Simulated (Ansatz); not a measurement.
The system is HfO2.

```xyz
12
Lattice="5.2195 0.0000 0.0000 0.0000 5.0048 0.0000 0.0000 0.0000 5.0327" Properties=species:S:1:pos:R:3 pbc="T T T"
Hf    5.0472    3.6661    3.7314
Hf    2.7820    3.6661    1.2151
Hf    2.4375    1.3387    3.7314
Hf    0.1723    1.3387    1.2151
O     3.2994    4.6477    4.4251
O     4.5298    4.6477    1.9087
O     1.2211    2.7020    2.4776
O     1.3886    2.7020    4.9939
O     3.9984    2.3028    4.9939
O     3.8308    2.3028    2.4776
O     0.6896    0.3571    4.4251
O     1.9201    0.3571    1.9087
```

Measurements of this composition are mostly on another form, of space group No. 14.

* Program: Ansatz 0.2.0
* Task: relaxation of cell and atoms
* Functional: RPBE
* Dispersion: D3(BJ)
* Potentials or basis: Ansatz PAW
* Cutoff: 420 eV (not typed: the program's choice for these potentials)
* k mesh: 5 × 6 × 5
* Occupations: fermi-dirac, width 0.05 eV
* Spin: no spin polarisation

At the start: volume 10.96 Å³/atom.

Task: How do energy, volume and symmetry change on relaxing?

Result: It ends after 10 steps and the volume is 10.44 Å³/atom (-4.7 %); space group Pca2_1 (No. 29, to 0.05 Å).

The path:
```csv
step,energy change (eV),largest force (eV/Å),volume (Å³)
1,0.0000,0.1964,131.46
2,-0.1450,0.2404,126.63
3,-0.1717,0.2161,126.74
4,-0.2044,0.2289,126.57
5,-0.2268,0.1991,125.21
6,-0.2310,0.0100,125.49
7,-0.2309,0.0018,125.52
8,-0.2098,0.0026,125.52
9,-0.2111,0.0037,125.30
10,-0.2100,0.0039,125.30
```

Final structure:
```
CELL_PARAMETERS angstrom
5.17455 0.00000 0.00000
0.00000 4.93726 0.00000
0.00000 0.00000 4.90448
ATOMIC_POSITIONS crystal
Hf 0.96729 0.73023 0.75408
Hf 0.53271 0.73023 0.25408
Hf 0.46729 0.26977 0.75408
Hf 0.03271 0.26977 0.25408
O 0.61270 0.90615 0.85396
O 0.88730 0.90615 0.35396
O 0.24530 0.55050 0.50496
O 0.25470 0.55050 0.00496
O 0.75470 0.44950 0.00496
O 0.74530 0.44950 0.50496
O 0.11270 0.09385 0.85396
O 0.38730 0.09385 0.35396
```

Caveat: the plane-wave basis is chosen anew once the cell has moved, so the energies of steps on either side of that aren't comparable; the pressure holds a Pulay correction of +0.8 GPa for the finite cutoff; the PAW data sets come from PBE, with cores solved anew for the run's functional, which leaves a small shift of forces and pressure.
